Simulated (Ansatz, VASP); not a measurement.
**Two plane-wave programs on Au**

INCAR

```
  ALGO = Normal
  EDIFF = 1E-6
  ENCUT = 520
  GGA = PS
  ISIF = 2
  ISMEAR = -1
  LASPH = True
  LCHARG = False
  LREAL = False
  LWAVE = False
  NBANDS = 18
  NELM = 60
  PREC = Accurate
  SIGMA = 0.1
```

File KPOINTS:

```
k-points
0
Gamma
  14 14 8
```

The input POSCAR:

```
Au
1.0
    2.9747727192      0.0000000000      0.0000000000
   -1.4873863596      2.5762287454      0.0000000000
    0.0000000000      0.0000000000      4.9743223323
Au
2
Direct
    0.3333333333      0.6666666667      0.2500000000
    0.6666666667      0.3333333333      0.7500000000
```

Input for Ansatz:

```yaml
crystal:
  lattice:
    - [2.9747727192, 0.0, 0.0]
    - [-1.4873863596, 2.5762287454, 0.0]
    - [0.0, 0.0, 4.9743223323]
  atoms:
    - { symbol: Au, position: [0.3333333333, 0.6666666667, 0.25] }
    - { symbol: Au, position: [0.6666666667, 0.3333333333, 0.75] }
hamiltonian:
  xc: pbesol
  pseudopotentials:
    kind: paw
    azcp:
      Au: "pseudopotentials/Au.paw.azcp"
basis:
  ecutwfc: 420
  fft_grid_basis: typed
kpoints:
  mp_grid: { grid: [14, 14, 8], shift: [0, 0, 0] }
magnetization:
  spin_polarized: false
scf:
  occupations: { method: fermi_dirac, width: 0.1 }
  lower_state_search: "off"
output:
  stress: true
```

Alike in both runs: task single point; functional PBEsol; k mesh 14 × 14 × 8; occupations fermi-dirac, width 0.1 eV; no spin polarisation.

|  | VASP | Ansatz |
| --- | --- | --- |
| version | VASP 6.6.1 | Ansatz 0.2.0 |
| potentials or method | VASP PAW PBE potentials, release 64 (Au) | plane waves (420 eV) with PAW, scalar-relativistic |
| plane-wave cutoff (eV) | 520 | 420 |
| valence electrons in the cell | 22 | 38 |

```csv
,VASP,Ansatz,Ansatz less VASP
pressure (GPa),-14.0,-13.9,+0.17
largest component of the traceless stress (GPa),0.43,0.45,+0.020
```

The two sets of potentials don't hold the same shells in valence. Ansatz warned: «pseudo_functional_mismatch».

Caveats: the PAW data sets were made with another functional, which shifts forces and pressure a little (VASP). The runs have no spin-orbit coupling, so splittings on Au are missing.
